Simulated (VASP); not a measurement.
# AlN (Cmcm) in VASP: notebook

The runs below take AlN through single point, with LDA.

All numbers are computed with VASP 6.6.1; they aren't measurements. Logs are shortened: lines on timing, memory, paths and dates and some standing lists are left out, and cuts for length are marked.

## (1) The cell of the first run

The structure is orthorhombic, space group Cmcm (No. 63). Conventional cell: a = 4.011 Å, b = 4.011 Å, c = 4.011 Å, α = 90.00°, β = 90.00°, γ = 90.00°. Al (site symmetry m2m) has 6 N at 1.90 to 2.11 Å as nearest neighbours. Around N (site symmetry m2m) lie 6 Al at 1.90 to 2.11 Å.

The cell comes from a database or a generator and needn't be the stable form of this composition.

## (2) Single point, LDA (mode 10 frozen in at -0.089 Å and mode 12 at +0.000 Å (largest displacements))

File INCAR:

```
PREC = Accurate
ENCUT = 520
EDIFF = 1E-7
ISMEAR = 0
SIGMA = 0.05
LREAL = False
LASPH = True
NELM = 60
ALGO = Fast
ISIF = 2
LWAVE = False
LCHARG = True
LELF = True
LVHAR = True
NBANDS = 16
```

File KPOINTS:

```
Automatic mesh
0
Gamma
  8 8 6
```

File POSCAR:

```
AlN
1.0
    0.0000000000     -2.0055201245     -2.0055201245
    0.0000000000      2.0055201245     -2.0055201245
    4.0110402489      0.0000000000      0.0000000000
Al N
2 2
Direct
    0.5047176582      0.4952823418      0.0000000000
   -0.0047176582      0.0047176582      0.5000000000
    0.5221887576      0.4778112424      0.5000000000
   -0.0221887576      1.0221887576      0.0000000000
```

Potentials or basis: VASP PAW LDA potentials, release 64 (Al, N).

The run is started by

```bash
$ cat potpaw_LDA.64/Al/POTCAR potpaw_LDA.64/N/POTCAR > POTCAR
$ mpirun -np 1 vasp_std > vasp.out
```

OUTCAR:

```text
PREC = Accurate
   ENCUT = 520
   EDIFF = 1E-7
   ISMEAR = 0
   LREAL = False
   LASPH = True
   NELM = 60
   ISIF = 2

 ion  position               nearest neighbor table
   1  0.505  0.495  0.000-   4 1.90   3 2.01   3 2.01   4 2.01   4 2.01   4 2.11   2 2.81   2 2.81
                             2 2.84   2 2.84   2 2.84   2 2.84   2 2.86   2 2.86
   2  0.995  0.005  0.500-   3 1.90   4 2.01   4 2.01   3 2.01   3 2.01   3 2.11   1 2.81   1 2.81
                             1 2.84   1 2.84   1 2.84   1 2.84   1 2.86   1 2.86
   3  0.522  0.478  0.500-   2 1.90   1 2.01   1 2.01   2 2.01   2 2.01   2 2.11
   4  0.978  0.022  0.000-   1 1.90   2 2.01   2 2.01   1 2.01   1 2.01   1 2.11

  LATTYP: Found a simple tetragonal cell.
 ALAT       =     2.8362337597
 C/A-ratio  =     1.4142135623

  Lattice vectors:

 A1 = (   0.0000000000,  -2.0055201245,  -2.0055201245)
 A2 = (   0.0000000000,   2.0055201245,  -2.0055201245)
 A3 = (   4.0110402489,   0.0000000000,   0.0000000000)

Analysis of symmetry for initial positions (statically):
=====================================================================
 Subroutine PRICEL returns:
 Original cell was already a primitive cell.

 Routine SETGRP: Setting up the symmetry group for a
 simple tetragonal supercell.

 Subroutine GETGRP returns: Found  8 space group operations
 (whereof  4 operations were pure point group operations)
 out of a pool of 16 trial point group operations.

The static configuration has the point symmetry C_2v.
 The point group associated with its full space group is D_2h.

Analysis of symmetry for dynamics (positions and initial velocities):
=====================================================================
 Subroutine PRICEL returns:
 Original cell was already a primitive cell.

 Routine SETGRP: Setting up the symmetry group for a
 simple tetragonal supercell.

 Subroutine GETGRP returns: Found  8 space group operations
 (whereof  4 operations were pure point group operations)
 out of a pool of 16 trial point group operations.

The dynamic configuration has the point symmetry C_2v.
 The point group associated with its full space group is D_2h.

 Subroutine INISYM returns: Found  8 space group operations
 (whereof  4 operations are pure point group operations),
 and found     1 'primitive' translations

----------------------------------------------------------------------------------------

                                     Primitive cell

  volume of cell :      32.2657

  direct lattice vectors                    reciprocal lattice vectors
     0.000000000 -2.005520124 -2.005520124     0.000000000 -0.249311884 -0.249311884
     0.000000000  2.005520124 -2.005520124     0.000000000  0.249311884 -0.249311884
     4.011040249  0.000000000  0.000000000     0.249311884  0.000000000  0.000000000

  length of vectors
     2.836233760  2.836233760  4.011040249     0.352580247  0.352580247  0.249311884

  position of ions in fractional coordinates (direct lattice)
     0.504717658  0.495282342  0.000000000
     0.995282342  0.004717658  0.500000000
     0.522188758  0.477811242  0.500000000
     0.977811242  0.022188758  0.000000000

  ion indices of the primitive-cell ions
   primitive index   ion index
                 1           1
                 2           2
                 3           3
                 4           4

----------------------------------------------------------------------------------------

 KPOINTS: Automatic mesh

Automatic generation of k-mesh.
 Grid dimensions read from file:
 generate k-points for:    8    8    6

 Generating k-lattice:

  Cartesian coordinates                     Fractional coordinates (reciprocal lattice)
     0.000000000 -0.031163985 -0.031163985     0.125000000  0.000000000  0.000000000
     0.000000000  0.031163985 -0.031163985     0.000000000  0.125000000  0.000000000
     0.041551981  0.000000000  0.000000000     0.000000000  0.000000000  0.166666667

  Length of vectors
     0.044072531  0.044072531  0.041551981

  Shift w.r.t. Gamma in fractional coordinates (k-lattice)
     0.000000000  0.000000000  0.000000000

 Subroutine IBZKPT returns following result:
 ===========================================

 Found     84 irreducible k-points:

 Following reciprocal coordinates:
            Coordinates               Weight
  0.000000  0.000000  0.000000      1.000000
  0.125000  0.000000  0.000000      4.000000
  0.250000  0.000000  0.000000      4.000000
  0.375000  0.000000  0.000000      4.000000
  0.500000  0.000000  0.000000      2.000000
  0.125000  0.125000  0.000000      2.000000
[... 16 lines left out ...]
  0.125000  0.000000  0.166667      8.000000
  0.250000  0.000000  0.166667      8.000000
 [... further k-points ...]
   k-points           NKPTS =     84   k-points in BZ     NKDIM =     84   number of bands    NBANDS=     16
   number of dos      NEDOS =    301   number of ions     NIONS =      4
   total plane-waves  NPLWV =  17280
   dimension x,y,z NGX =    24 NGY =   24 NGZ =   30
   dimension x,y,z NGXF=    48 NGYF=   48 NGZF=   60
   ions per type =               2   2
   NGX,Y,Z   is equivalent  to a cutoff of  14.07, 14.07, 12.43 a.u.
   NGXF,Y,Z  is equivalent  to a cutoff of  28.14, 28.14, 24.87 a.u.
 SYSTEM =  unknown system
   PREC   = accura    normal or accurate (medium, high low for compatibility)
   ISTART =      0    job   : 0-new  1-cont  2-samecut
   ICHARG =      2    charge: 1-file 2-atom 10-const
   ISPIN  =      1    spin polarized calculation?
   LNONCOLLINEAR =      F non collinear calculations
   LSORBIT =      F    spin-orbit coupling
   LASPH  =      T    aspherical Exc in radial PAW
   ENCUT  =  520.0 eV  38.22 Ry    6.18 a.u.   5.27  5.27  7.46*2*pi/ulx,y,z
   NELM   =     60;   NELMIN=  2; NELMDL= -5     # of ELM steps
   EDIFF  = 0.1E-06   stopping-criterion for ELM
   LREAL  =      F    real-space projection
   EDIFFG = 0.1E-05   stopping-criterion for IOM
   NSW    =      0    number of steps for IOM
   IBRION =     -1    ionic relax: 0-MD 1-quasi-New 2-CG
   NFREE  =      0    steps in history (QN), initial steepest desc. (CG)
   ISIF   =      2    stress and relaxation
   ISYM   =      2    0-nonsym 1-usesym 2-fastsym
   POTIM  = 0.5000    time-step for ionic-motion
   TEBEG  =    0.0;   TEEND  =   0.0 temperature during run
   PSTRESS=    0.0 pullay stress
   NELECT =      16.0000    total number of electrons
   NUPDOWN=      -1.0000    fix difference up-down
   EMIN   =  10.00;   EMAX   =-10.00  energy-range for DOS
   EFERMI =   0.00;   METHOD = LEGACY
   ISMEAR =     0;   SIGMA  =   0.05  broadening in eV -4-tet -1-fermi 0-gaus
   EFERMI_NEDOS =   21; number of points for ismear=-14 and -15
   IALGO  =     68    algorithm
   IMIX   =      4    mixing-type and parameters
     AMIX     =   0.40;   BMIX     =  1.00
     AMIX_MAG =   1.60;   BMIX_MAG =  1.00
  volume/ion in A,a.u.               =       8.07        54.43
  Fermi-wavevector in a.u.,A,eV,Ry     =   1.295790  2.448687 22.845142  1.679071
  Thomas-Fermi vector in A             =   2.427287
   LORBIT       =      0    0 simple, 1 ext, 2 COOP (PROOUT), +10 PAW based schemes
   GGA     = CA    functional components
   LHFCALC =     F    Hartree Fock is set to
   AEXX    =    0.0000 exact exchange contribution
   IVDW    =     0    specifies the selected vdW correction
   LEPSILON=     F    determine dielectric tensor
   LRPA    =     F    only Hartree local field effects (RPA)
 non-spin polarized calculation
 RMM-DIIS sequential band-by-band and
 Gauss-broadening in eV      SIGMA  =   0.05
  energy-cutoff  :      520.00
  volume of cell :       32.27
 maximum number of plane-waves:       888
 NGX is ok and might be reduce to    24
   NGX = 11   NGY = 11   NGZ = 15

 number of electron      16.0000000 magnetization

 Free energy of the ion-electron system (eV)
  ---------------------------------------------------
  ext. energy  EPLUGINS =         0.00000000
  ---------------------------------------------------
  free energy    TOTEN  =       -32.30420100 eV

  energy without entropy =      -32.30420100  energy(sigma->0) =      -32.30420100

 E-fermi :  10.3674     XC(G=0): -12.6811

 val. band max:       10.0754837122   @ k =   0.0000   0.0000   0.0000
 cond. band min:      14.5949134115   @ k =   0.5000   0.5000   0.0000
 fundamental gap:      4.5194296992
 Fermi energy:        10.3673800006

 k-point     1 :       0.0000    0.0000    0.0000
  band No.  band energies     occupation
      1      -7.6196      2.00000
      2      -3.1186      2.00000
      3       2.4312      2.00000
      4       7.1155      2.00000
      5       7.1814      2.00000
      6       9.8816      2.00000
[... 8 lines left out ...]
     15      24.8287      0.00000
     16      26.4371      0.00000

 k-point     2 :       0.1250    0.0000    0.0000
  band No.  band energies     occupation
      1      -7.4000      2.00000
      2      -3.0768      2.00000
      3       2.6508      2.00000
      4       6.0809      2.00000
      5       7.2775      2.00000
      6       9.0408      2.00000
[... 8 lines left out ...]
     15      24.4495      0.00000
     16      25.2736      0.00000

 k-point     3 :       0.2500    0.0000    0.0000
  band No.  band energies     occupation
      1      -6.7609      2.00000
      2      -3.0879      2.00000
      3       3.2985      2.00000
      4       4.3851      2.00000
      5       7.2032      2.00000
      6       7.6608      2.00000
[... 8 lines left out ...]
     15      23.5998      0.00000
     16      23.9098      0.00000
[... 362 lines left out ...]
 k-point    23 :       0.1250    0.0000    0.1667
  band No.  band energies     occupation
      1      -7.2060      2.00000
      2      -3.5766      2.00000
      3       3.1574      2.00000
      4       6.3528      2.00000
      5       7.4117      2.00000
      6       8.2432      2.00000
[... 8 lines left out ...]
     15      23.9915      0.00000
     16      25.1135      0.00000

 k-point    24 :       0.2500    0.0000    0.1667
  band No.  band energies     occupation
      1      -6.5768      2.00000
      2      -3.4294      2.00000
      3       3.0312      2.00000
      4       5.2943      2.00000
      5       6.3368      2.00000
      6       7.7663      2.00000
[... 8 lines left out ...]
     15      23.1510      0.00000
     16      24.4361      0.00000

 [... further k-points ...]

------------------------ aborting loop because EDIFF is reached ----------------------------------------

  FORCE on cell =-STRESS in cart. coord.  units (eV):
  Direction    XX          YY          ZZ          XY          YZ          ZX
  --------------------------------------------------------------------------------------
  -------------------------------------------------------------------------------------
  Total        0.3131947      1.5955392     -0.0374275      0.0000000      0.0000000      0.0000000
  in kB       15.5519143     79.2276884     -1.8584928      0.0000000      0.0000000      0.0000000
  external PRESSURE =      30.9737033 kB  Pullay stress =       0.0000000 kB

 VOLUME and BASIS-vectors are now :
 -----------------------------------------------------------------------------
  energy-cutoff  :      520.00
  volume of cell :       32.27
      direct lattice vectors                 reciprocal lattice vectors
     0.000000000 -2.005520124 -2.005520124     0.000000000 -0.249311884 -0.249311884
     0.000000000  2.005520124 -2.005520124     0.000000000  0.249311884 -0.249311884
     4.011040249  0.000000000  0.000000000     0.249311884  0.000000000  0.000000000

 POSITION                                       TOTAL-FORCE (eV/Angst)
 -----------------------------------------------------------------------------------
      0.00000     -0.01892     -2.00552         0.000000      0.737511      0.000000
      2.00552     -1.98660     -2.00552         0.000000     -0.737511      0.000000
      2.00552     -0.08900     -2.00552         0.000000      1.656571      0.000000
      0.00000     -1.91652     -2.00552         0.000000     -1.656571      0.000000
 -----------------------------------------------------------------------------------
    total drift:                               -0.000000      0.000000     -0.000000

  FREE ENERGIE OF THE ION-ELECTRON SYSTEM (eV)
  ---------------------------------------------------
  free  energy   TOTEN  =       -32.3042010028 eV

  energy  without entropy=      -32.3042010028  energy(sigma->0) =      -32.30420100
```

It took 40 s on 1 thread of AMD EPYC 7R13 (Zen 3), shared host; peak memory 0.12 GiB.

What came out:

| Quantity | Value |
| --- | --- |
| Free energy | -32.3042 eV |
| Pressure | 3.1 GPa |
| Largest force | 1.657 eV/Å |
| Band gap on the k mesh | 4.52 eV |

Forces on the atoms (eV/Å):
```
Al   0.000  0.738  0.000
Al   0.000 -0.738  0.000
N    0.000  1.657  0.000
N    0.000 -1.657  0.000
```

Stress tensor (GPa, compression positive):
```
 1.56  0.00  0.00
 0.00  7.92  0.00
 0.00  0.00 -0.19
```

Levels at points of the mesh, in eV from the valence-band top:
```csv
k point,band 5,band 6,band 7,band 8,band 9,band 10,band 11,band 12
"(0.00, 0.00, 0.00)",-2.89,-0.19,-0.13,0.00,4.71,5.30,5.96,11.55
"(0.50, 0.00, 0.00)",-4.71,-3.92,-1.46,-1.03,8.28,8.39,9.68,10.41
"(0.50, 0.50, 0.00)",-3.03,-3.02,-2.93,-2.86,4.52,4.72,5.10,5.17
"(0.00, 0.00, 0.50)",-1.76,-1.76,-1.74,-1.74,7.30,7.30,7.66,7.66
"(0.50, 0.00, 0.50)",-1.21,-1.21,-1.18,-1.18,6.22,6.22,10.67,10.67
"(0.50, 0.50, 0.50)",-5.92,-5.92,-3.93,-3.93,7.58,7.58,10.69,10.69
```

Caveat: forces of over 1 eV/Å show positions far from the minimum, so gaps and moduli don't describe the material at rest. A k mesh can miss the band edges.

## (3) Single point, LDA (mode 10 frozen in at -0.018 Å and mode 12 at -0.030 Å (largest displacements))

File INCAR:

```
ALGO = Normal ; EDIFF = 1E-7
ENCUT = 520 ; ISIF = 2
ISMEAR = 0 ; LASPH = True
LCHARG = True ; LELF = True
LREAL = False ; LVHAR = True
LWAVE = False ; NBANDS = 16
NELM = 100 ; PREC = Accurate
SIGMA = 0.05
```

File KPOINTS:

```
k-points
0
Gamma
  8 8 6
```

File POSCAR:

```
AlN
1.0
    0.0000000000     -2.0055201245     -2.0055201245
    0.0000000000      2.0055201245     -2.0055201245
    4.0110402489      0.0000000000      0.0000000000
Al N
2 2
Direct
    0.5009435316      0.4990564684      0.0001107593
   -0.0009435316      0.0009435316      0.4998892407
    0.5044377515      0.4955622485      0.4926203682
   -0.0044377515      1.0044377515      0.0073796318
```

Potentials or basis: VASP PAW LDA potentials, release 64 (Al, N).

The run is started by

```bash
$ cat potpaw_LDA.64/Al/POTCAR potpaw_LDA.64/N/POTCAR > POTCAR
$ mpirun -np 1 vasp_std > vasp.out
```

OUTCAR:

```text
EDIFF = 1E-7
   ENCUT = 520
   ISIF = 2
   ISMEAR = 0
   LASPH = True
   LREAL = False
   NELM = 100
   PREC = Accurate

 ion  position               nearest neighbor table
   1  0.501  0.499  0.000-   3 1.98   4 1.98   4 2.01   4 2.01   4 2.03   3 2.04   2 2.83   2 2.83
                             2 2.84   2 2.84   2 2.84   2 2.84   2 2.84   2 2.84
   2  0.999  0.001  0.500-   4 1.98   3 1.98   3 2.01   3 2.01   3 2.03   4 2.04   1 2.83   1 2.83
                             1 2.84   1 2.84   1 2.84   1 2.84   1 2.84   1 2.84
   3  0.504  0.496  0.493-   1 1.98   2 1.98   2 2.01   2 2.01   2 2.03   1 2.04
[... 664 lines left out ...]
  -------------------------------------------------------------------------------------
  Total        0.2329021      0.2102334      0.1456730      0.0184728      0.0000000      0.0000000
  in kB       11.5649277     10.4392988      7.2335012      0.9172822      0.0000000      0.0000000
  external PRESSURE =       9.7459093 kB  Pullay stress =       0.0000000 kB

 VOLUME and BASIS-vectors are now :
 -----------------------------------------------------------------------------
  energy-cutoff  :      520.00
  volume of cell :       32.27
      direct lattice vectors                 reciprocal lattice vectors
     0.000000000 -2.005520124 -2.005520124     0.000000000 -0.249311884 -0.249311884
     0.000000000  2.005520124 -2.005520124     0.000000000  0.249311884 -0.249311884
     4.011040249  0.000000000  0.000000000     0.249311884  0.000000000  0.000000000

 POSITION                                       TOTAL-FORCE (eV/Angst)
 -----------------------------------------------------------------------------------
      0.00044     -0.00378     -2.00552        -0.034320      0.132783      0.000000
      2.00508     -2.00174     -2.00552         0.034320     -0.132783      0.000000
      1.97592     -0.01780     -2.00552         0.824774      0.314912      0.000000
      0.02960     -1.98772     -2.00552        -0.824774     -0.314912      0.000000
 -----------------------------------------------------------------------------------
    total drift:                               -0.000000      0.000000     -0.000000

  FREE ENERGIE OF THE ION-ELECTRON SYSTEM (eV)
  ---------------------------------------------------
  free  energy   TOTEN  =       -32.4305531796 eV

  energy  without entropy=      -32.4305531796  energy(sigma->0) =      -32.43055318
```

stdout:

```text
POSCAR found type information on POSCAR AlN
 POSCAR found :  2 types and       4 ions
 scaLAPACK will be used
 LDA part: xc-table for (Slater(with rela. corr.)+CA(PZ))
 , standard interpolation
 POSCAR, INCAR and KPOINTS ok, starting setup
 FFT: planning ... GRIDC
 FFT: planning ... GRID_SOFT
 FFT: planning ... GRID
 WAVECAR not read
 entering main loop
```

It took 49 s on 1 thread of AMD EPYC 7R13 (Zen 3), shared host; peak memory 0.13 GiB.

Results:

* Free energy: -32.4306 eV
* Pressure: 1.0 GPa
* Largest force: 0.883 eV/Å
* Band gap on the k mesh: 4.68 eV

Forces in eV/Å, atoms in the order of the input:
```
Al  -0.034  0.133  0.000
Al   0.034 -0.133  0.000
N    0.825  0.315  0.000
N   -0.825 -0.315  0.000
```

A k mesh can miss the band edges.
